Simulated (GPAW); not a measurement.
Crystal: Sn.

```
CELL_PARAMETERS angstrom
-1.89465 1.89465 1.89465
1.89465 -1.89465 1.89465
1.89465 1.89465 -1.89465
ATOMIC_POSITIONS crystal
Sn 0.00000 0.00000 0.00000
```

This isn't the form of Sn at room conditions, which is tetragonal (white tin).

- Program: GPAW 26.7.0
- Task: single point
- Functional: PBE
- Potentials or basis: GPAW PAW data sets (gpaw-data 1.2.1)
- Cutoff: 600 eV
- Basis: pw
- k mesh: 10 × 10 × 10
- Occupations: fermi-dirac, width 0.05 eV
- Spin: no spin polarisation

On this cell: pressure 0.4 GPa; band gap on the k mesh none (metal or under the smearing width).

The same run follows on a disturbed copy (cell strained at random at fixed volume):

```
Sn
1.0
    -1.87793    1.89840    1.91025
     1.89462   -1.86981    1.89834
     1.88740    1.87928   -1.88166
Sn
1
Direct
  0.00960 0.00631 0.99674
```

**Question.** What changes?

**Answer.** The energy (extrapolated to zero smearing) moves by -0.7 meV/atom; pressure 0.4 GPa; band gap on the k mesh none (metal or under the smearing width).

Stress tensor (GPa, compression positive):
```
0.25 0.16 0.17
0.16 0.20 0.15
0.17 0.15 0.72
```
